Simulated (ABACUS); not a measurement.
C:

```
C
1.0
     0.00000    1.78337    1.78337
     1.78337    0.00000    1.78337
     1.78337    1.78337    0.00000
C
2
Direct
  0.75000 0.75000 0.75000
  0.50000 0.50000 0.50000
```

This isn't the form of C at room conditions, which is graphite.

Program: ABACUS 3.10.1. Alike in all runs: task single point; potentials or basis SG15 ONCV 1.2 PBE, DZP LCAO (the cutoffs set its grid); no spin polarisation; cell as given; k mesh 6 × 6 × 6; cutoff (eV) 1361; smearing fermi-dirac 0.05 eV; the mesh is coarse, so values aren't converged.

Q: Order these runs on this cell by their band gap on the k mesh, lowest first.
A. level HSE-type (share 0.25, screening 0.11/bohr); share of exact exchange 0.25
B. level HSE-type (share 0.1, screening 0.11/bohr); share of exact exchange 0.1
C. level HSE-type (share 0.4, screening 0.11/bohr); share of exact exchange 0.4

A: B (4.70 eV), A (5.40 eV), C (6.11 eV).

Caveats: all runs use coarse meshes; the atomic orbitals were generated for these runs and aren't a published set; gaps of hybrids in this basis differ from plane-wave ones by up to 0.1 eV; the basis of atomic orbitals isn't converged, which shifts pressures, moduli and gaps.

A k mesh can miss the band edges.
